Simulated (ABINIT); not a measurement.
**BaTiO3: single point with LDA**

The system is BaTiO3.

```
Ba Ti O
1.0
     3.99980    0.00000    0.00000
     0.00000    3.99980    0.00000
     0.00000    0.00000    4.01800
Ba Ti O
1 1 3
Direct
  0.00000 0.00000 0.00000
  0.50000 0.50000 0.49000
  0.00000 0.50000 0.51700
  0.50000 0.00000 0.51700
  0.50000 0.50000 0.01900
```

```yaml
Program: ABINIT 10.8.3 (patched build)
Task: single point
Functional: LDA
Potentials_or_basis: PseudoDojo NC SR LDA v0.4.1 standard
Cutoff: 952 eV
k_mesh: 5 × 5 × 5
Occupations: fermi-dirac, width 0.05 eV
Spin: no spin polarisation
```

* Largest force: 0.430 eV/Å
* Band gap on the k mesh: 1.90 eV, indirect (least direct gap 2.02 eV)
* Valence electrons inside the program's atomic spheres: Ba 5.27; Ti 9.41; O 6.18, 6.20

Forces on the atoms (eV/Å):
```
Ba   0.000  0.000  0.014
Ti   0.000  0.000 -0.218
O    0.000  0.000 -0.113
O    0.000  0.000 -0.113
O    0.000  0.000  0.430
```

Levels at points of the mesh, in eV from the valence-band top:
```tsv
k point	band 16	band 17	band 18	band 19	band 20	band 21	band 22	band 23	band 24
(0.00, 0.00, 0.00)	-1.09	-1.00	-0.13	-0.12	-0.12	1.90	2.12	2.12	4.30
```

Run time: 42 s on 4 MPI ranks on AMD EPYC 7R43 64-Core Processor (Zen 3), with other jobs on the host, peak memory 0.32 GiB a rank.

Caveat: this release of the barium file is off; spin-orbit coupling is left out, which moves the levels of the heavy elements; an odd mesh through Γ misses points on the zone boundary, where band edges often lie. LDA gaps usually lie below the measured ones, often by a third to a half.
